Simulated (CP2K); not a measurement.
Crystal: TiO2.

```
Ti O
1.0
     5.29100    0.00000    0.00000
    -2.64550    4.58214    0.00000
     0.00000    0.00000    6.13300
Ti O
3 6
Direct
  0.46446 0.98915 0.29998
  0.01771 0.45763 0.64829
  0.54710 0.55927 0.99816
  0.39862 0.31075 0.22418
  0.68466 0.07622 0.56390
  0.91504 0.60361 0.88112
  0.32561 0.42086 0.78586
  0.11687 0.72076 0.45546
  0.52993 0.86176 0.14304
```

The cell comes from a database or a generator and needn't be the stable form of this composition.

The cell isn't the ideal one: all atoms moved at random.

Base run:

- Program: CP2K 2026.2
- Functional: PBE
- Potentials or basis: POTENTIAL_UZH Ti GTH-PBE-q12, O GTH-PBE-q6; DZVP-MOLOPT-PBE-GTH basis
- Density cutoff: 11565 eV
- k mesh: 5 × 5 × 4
- Occupations: fermi-dirac, width 0.05 eV
- Spin: no spin polarisation

Its results: band gap on the k mesh 3.17 eV, indirect (least direct gap 3.24 eV); pressure 20.6 GPa; largest force 41.444 eV/Å.

Question: The run is repeated on the same cell with these changes: functional from PBE to HLE17. What comes out?

Answer: Band gap on the k mesh 3.03 eV, indirect (least direct gap 3.08 eV); pressure 6.8 GPa; largest force 37.537 eV/Å.

Caveats: an odd mesh through Γ misses points on the zone boundary, where band edges often lie; the basis of atomic orbitals isn't converged, which shifts pressures, moduli and gaps; forces of over 1 eV/Å show positions far from the minimum, so gaps and moduli don't describe the material at rest (some runs); the potentials were made for another functional, which shifts forces and pressure (some runs); the potentials were made for a functional far from this one (some runs).
